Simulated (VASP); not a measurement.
# KF: X-ray absorption with a core hole, part 2 of 2

Aim: an X-ray absorption edge of KF by the supercell core-hole method. The cell has space group Pm-3m, a computed entry that need not be the common form of this compound. The start is a computed cell from the Materials Project.

VASP 6.6.1, plane waves and PAW; the level of theory is named at each step.

So far. Step 3 (K edge, Wyckoff site F b, full hole): The smoothed xx curve reaches a tenth of its top at about 668 eV.

## 4. K edge, Wyckoff site F b, no hole

This step: supercell core-hole method, LDA, no hole; plane waves and PAW (F, K_sv, F) (VASP 6.6.1).

With CLZ = 0 the final states feel no hole, which shows what the hole does. NBANDS covers the range above the edge.

The input, INCAR:

```
SYSTEM = KF
PREC = Accurate
ENCUT = 400
EDIFF = 1E-06
NELM = 100
ISMEAR = 0
SIGMA = 0.05
LREAL = .FALSE.
ALGO = Normal
GGA = CA
NBANDS = 112
LWAVE = .FALSE.
LCHARG = .FALSE.
KPAR = 8
ICORELEVEL = 2
CLNT = 1
CLN = 1
CLL = 0
CLZ = 0
CH_LSPEC = .TRUE.
CH_NEDOS = 1500
CH_SIGMA = 0.5
```

The input, POSCAR:

```
KF
1.0
    3.2589550000      3.2589550000      3.2589550000
   -3.2589550000      3.2589550000     -3.2589550000
   -3.2589550000     -3.2589550000      3.2589550000
F K F
1 4 3
Direct
    0.5000000000      0.5000000000      0.5000000000
    0.0000000000      0.5000000000      0.5000000000
    0.0000000000      0.0000000000      0.0000000000
    0.5000000000      0.0000000000      0.5000000000
    0.5000000000      0.5000000000      0.0000000000
    0.5000000000      0.0000000000      0.0000000000
    0.0000000000      0.0000000000      0.5000000000
    0.0000000000      0.5000000000      0.0000000000
```

The input, KPOINTS:

```
Automatic mesh
0
Gamma
4 4 4
0 0 0
```

PAW data sets: F, K_sv and F (PBE family, release 64).

Launch:

```bash
$ mpirun -np 8 vasp_std
```

What it wrote:

```text
[... set-up lines as in an earlier step ...]
 entering main loop
       N       E                     dE             d eps       ncg     rms          rms(c)
DAV:   1     0.537450316524E+03    0.53745E+03   -0.22266E+04  1792   0.456E+02
DAV:   2    -0.131116391724E+02   -0.55056E+03   -0.49634E+03  2024   0.185E+02
DAV:   3    -0.394190038205E+02   -0.26307E+02   -0.25802E+02  2800   0.368E+01
DAV:   4    -0.399843467031E+02   -0.56534E+00   -0.56314E+00  2360   0.419E+00
DAV:   5    -0.399888333324E+02   -0.44866E-02   -0.44863E-02  2376   0.419E-01    0.103E+01
DAV:   6    -0.362572387316E+02    0.37316E+01   -0.26078E+00  2128   0.629E+00    0.881E+00
DAV:   7    -0.359927564933E+02    0.26448E+00   -0.28160E-01  2272   0.128E+00    0.489E+00
DAV:   8    -0.358054907787E+02    0.18727E+00   -0.17397E-01  2344   0.119E+00    0.103E+00
DAV:   9    -0.358060116391E+02   -0.52086E-03   -0.17329E-02  2280   0.300E-01    0.304E-01
DAV:  10    -0.358059978533E+02    0.13786E-04   -0.19344E-03  2056   0.158E-01    0.144E-01
DAV:  11    -0.358059792260E+02    0.18627E-04   -0.37398E-04  1984   0.647E-02    0.834E-02
DAV:  12    -0.358059603400E+02    0.18886E-04   -0.32744E-05  2144   0.206E-02    0.665E-03
DAV:  13    -0.358059609962E+02   -0.65626E-06   -0.42613E-06  2168   0.406E-03
   1 F= -.35805961E+02 E0= -.35805961E+02  d E =-.366502E-32
 Starting Core_Hole_Spec
 Ending Core_Hole_Spec
```

The job ended after 15 s (8 MPI ranks of AMD EPYC 7R43, shared host; peak memory 1.7 GiB; 1.9 min of CPU time).

OUTCAR, selected parts (step 4):

```text
 Found      8 irreducible k-points:

   NELECT =      64.0000    total number of electrons

 the core state eigenenergies are
   1-  1s   -653.8313
   2-  1s  -3515.8338  2s   -347.1075  2p   -273.8182
   3-  1s  -3515.8338  2s   -347.1075  2p   -273.8182
   4-  1s  -3515.8338  2s   -347.1075  2p   -273.8182
   5-  1s  -3515.8338  2s   -347.1075  2p   -273.8182
   6-  1s   -653.8313
   7-  1s   -653.8313
   8-  1s   -653.8313

 E-fermi :  -2.0976

 k-point     1 :       0.0000    0.0000    0.0000
  band No.  band energies     occupation
    ...
     28      -2.5611      2.00000
     29      -2.5611      2.00000
     30      -2.5101      2.00000
     31      -2.5101      2.00000
     32      -2.5101      2.00000
     33       3.4264      0.00000
     34       5.5899      0.00000
     35       5.5899      0.00000
     36       5.7709      0.00000
     37       5.7709      0.00000
    ...

 k-point     2 :       0.2500    0.0000    0.0000
  band No.  band energies     occupation
    ...
     28      -2.6867      2.00000
     29      -2.6867      2.00000
     30      -2.6699      2.00000
     31      -2.5910      2.00000
     32      -2.5583      2.00000
     33       4.2180      0.00000
     34       5.9426      0.00000
     35       6.0978      0.00000
     36       6.1880      0.00000
     37       6.2914      0.00000
    ...

  Total       -9.8242216     -9.8242216     -9.8242216      0.0000000      0.0000000      0.0000000
  in kB     -113.6877446   -113.6877446   -113.6877446      0.0000000      0.0000000      0.0000000
  external PRESSURE =    -113.6877446 kB  Pullay stress =       0.0000000 kB

 POSITION                                       TOTAL-FORCE (eV/Angst)
 -----------------------------------------------------------------------------------
     -1.62948      1.62948      1.62948         0.000000     -0.000000      0.000000
     -3.25895      0.00000      0.00000        -0.000000      0.000000     -0.000000
      0.00000      0.00000      0.00000         0.000000      0.000000      0.000000
      0.00000      0.00000      3.25895         0.000000      0.000000     -0.000000
      0.00000      3.25895      0.00000         0.000000      0.000000     -0.000000
      1.62948      1.62948      1.62948        -0.000000     -0.000000     -0.000000
     -1.62948     -1.62948      1.62948        -0.000000      0.000000     -0.000000
     -1.62948      1.62948     -1.62948         0.000000     -0.000000      0.000000
 -----------------------------------------------------------------------------------
    total drift:                               -0.000000      0.000000     -0.000000

  FREE ENERGIE OF THE ION-ELECTRON SYSTEM (eV)
  ---------------------------------------------------
  free  energy   TOTEN  =       -35.8059609962 eV

  energy  without entropy=      -35.8059609962  energy(sigma->0) =      -35.80596100

[... 9 parts as in an earlier step ...]

[... 4 further parts left out ...]
```

Numbers from this step:

```
free energy (TOTEN) : -35.81 eV
Fermi energy        : -2.098 eV
pressure            : -11.37 GPa
```

The imaginary dielectric function times 10^5, xx has structure finer than the step of the table below, so its rows give means over 2 eV, whole bins alone (the curve runs from 664 to 709 eV). Peaks (eV: height): 671.7: 26.7, 678.3: 7.83, 690.1: 18.5, 693.6: 15.2.

Smoothed further by a Gaussian, to a width of roughly 1 to 1.2 eV in all; heights scale with one over the cell volume; the energy axis is the program's own, and the fall at its high end is where NBANDS ends. The imaginary dielectric function times 10^5, xx by photon energy; means over each step:

photon energy (eV), imaginary dielectric function times 10^5, xx and a bar:
```
      666        0.0 
      668        2.3 ###
      670       14.4 ##################
      672       23.3 ##############################
      674       15.4 ####################
      676        2.6 ###
      678        6.5 ########
      680        6.9 #########
      682        5.6 #######
      684        6.0 ########
      686        6.0 ########
      688       13.0 #################
      690       16.2 #####################
      692        8.4 ###########
      694       10.9 ##############
      696        5.5 #######
      698        2.1 ###
      700        0.3 
      702        0.0
```

The smoothed xx curve reaches a tenth of its top at about 668 eV.

## 5. Summary

This step: supercell core-hole method, LDA; plane waves and PAW (VASP 6.6.1).

No new run; the numbers come from the runs before.

Core-hole runs:

```csv
site,hole,cost (core minutes)
F b,full hole,2.24
F b,no hole,2.05
```

## 6. Outcome

| Property | Result |
| --- | --- |
| K edge of F b, full hole | xx reaches a tenth of its top at 667.79 eV on the program's axis; share within the next 5 eV of the next 20 eV: 42 % |
| K edge of F b, no hole | xx reaches a tenth of its top at 668.31 eV on the program's axis; share within the next 5 eV of the next 20 eV: 44 % |

What this shows: The F K edge, for light polarised along x, reaches a tenth of its top at 667.79 eV on the program's axis. That mark passes over any weaker pre-edge, and only dipole transitions enter. In the charged run (full hole) weight just under or at the onset may be a state bound to the hole or the highest filled band counted as a final state; this wasn't checked, so onset and share of that run are in doubt. Share of the first 20 eV of absorption, for light polarised along x, that lies within 5 eV of each run's own onset: 44 % with no hole and 42 % with full hole. One site of the element was run (Wyckoff letter b). With 8 atoms and a 4×4×4 mesh the peak shapes still carry the imprint of the mesh, and the holes are close enough to feel one another. The fall at the high end is where NBANDS ends. The other core electrons stay frozen, so neither the program's energy axis nor the change of TOTEN is an excitation energy; spectra are aligned at the onset when set beside measurement. The given cell is kept, although it stands at -11.3 GPa at LDA and ENCUT = 400 eV, which holds the mismatch of the given cell with this functional, any error of the entry itself and any basis-set error. Not tabulated here, as repeats of values shown or as unfit to read for their mesh, reference level or band range: gaps (K edge, supercell without a hole); pressures of a box with vacuum or a charge (K edge); core levels (K edge).

[Lines on the potential files, build, host, timing and source positions are cut from VASP's logs without a mark.]

[Logs are printed without paths, hosts, clocks, repeated set-up lines and the standing remarks that a program may print on its own settings, such as how far it seeks lower states.]

[Hosts, paths, dates, database ids (printed as entryN), source tags and the programs' standing remarks are cut or masked in the printed files.]
